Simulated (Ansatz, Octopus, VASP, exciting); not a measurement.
# One calculation of MgI2, 4 ways

```xyz
3
Lattice="4.1400 0.0000 0.0000 -2.0700 3.5853 0.0000 0.0000 0.0000 6.8800" Properties=species:S:1:pos:R:3 pbc="T T T"
I     2.0700    1.1951    5.1600
I     0.0000    2.3902    1.7200
Mg    0.0000    0.0000    0.0000
```

Alike in all runs: task single point; functional PBEsol; k mesh 8 × 8 × 4; occupations fermi-dirac, width 0.05 eV; no spin polarisation; no spin-orbit coupling. Pressure is positive in compression and, in plane waves, holds the error of the finite cutoff.

```
                                                         program and potentials  plane-wave cutoff (eV)                                                               notes  pressure (GPa)  largest force (eV/Å)
                                              VASP, PBE PAW files I, Mg, 520 eV                     520  potentials made for PBE; 5.33 valence electrons an atom on average           -0.84                 0.300
                            Octopus, pseudodojo_pbesol (PseudoDojo 0.4, PBEsol)                       -                              8 valence electrons an atom on average               -                 0.286
exciting, all-electron LAPW+lo, shipped species files, valence relativity iora*                       -                                                                   -               -                 0.281
                                 Ansatz, all-electron LAPW, scalar-relativistic                       -                                                                   -           -0.82                 0.296
```

Force on atom 1 (I), eV/Å:

```tsv
program and potentials	x	y	z
VASP, PBE PAW files I, Mg, 520 eV	0.000	0.000	0.300
Octopus, pseudodojo_pbesol (PseudoDojo 0.4, PBEsol)	0.000	0.000	0.286
exciting, all-electron LAPW+lo, shipped species files, valence relativity iora*	0.000	0.000	0.281
Ansatz, all-electron LAPW, scalar-relativistic	0.000	0.000	0.296
```

The pressure spans -0.84 (VASP, PBE PAW files I, Mg, 520 eV) to -0.82 GPa (Ansatz, all-electron LAPW, scalar-relativistic), with all-electron results at -0.82.

Differences between rows come from potentials, basis sets and numerical settings, since the functional is the same but for its coding. Runs on potential files found faulty are left out.
